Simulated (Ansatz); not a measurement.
A relaxed cell of Al5Cu is given with its symmetry left out. The cell was found from a structure generator's guess, not taken from experiment.

Computed with DFT PBE, scalar-relativistic, plane waves, PAW in Ansatz 0.2.0. Cutoff 420 eV, Γ-centred mesh, Gaussian smearing, no spin polarisation.

```cif
data_structure
_symmetry_space_group_name_H-M 'P 1'
_symmetry_Int_Tables_number 1
_cell_length_a 4.8829
_cell_length_b 4.8829
_cell_length_c 4.5654
_cell_angle_alpha 90.000
_cell_angle_beta 90.000
_cell_angle_gamma 120.000
_cell_volume 94.27
loop_
_atom_site_label
_atom_site_type_symbol
_atom_site_fract_x
_atom_site_fract_y
_atom_site_fract_z
_atom_site_occupancy
Al1 Al 0.66667 0.33333 0.00000 1
Al2 Al 0.33333 0.66667 0.00000 1
Al3 Al 0.32627 0.00000 0.50000 1
Al4 Al 0.00000 0.32627 0.50000 1
Al5 Al 0.67373 0.67373 0.50000 1
Cu1 Cu 0.00000 0.00000 0.00000 1
```

The zero of energy is the elements' standard structures at the same level; no fitted shifts are applied.

(1) What space group does it have?

(2) How far does it lie from the elements in energy?

(3) Is it a metal?

Answers

(1) P-62m (No. 189), with Al and Cu ordered on hcp sites. Conventional cell: a = 4.883 Å, c = 4.565 Å. Al on a site of symmetry -6 has 9 Al at 2.81–2.82 Å and 3 Cu at 2.82 Å; Al on a site of symmetry m2m has 10 Al at 2.76–2.85 Å and 2 Cu at 2.78 Å; around Cu lie 12 Al at 2.78–2.82 Å.

(2) +0.02 eV/atom. The formation energy is too near zero to say whether this cell lies below the elements.

(3) Yes, bands cross the Fermi level on the 12×12×8 mesh.

The last run used a 12×12×8 mesh (in the run's order of axes) for its 6-atom cell and Gaussian smearing of 0.10 eV. The k mesh leaves some 4 meV/atom of noise in the energy of each metallic cell. Symmetry constrained the relaxation, so the result can be a saddle point. Another cell of Al5Cu relaxed alike, in P4/mmm, lies 75 meV/atom lower, so this cell isn't the stable form at this level.
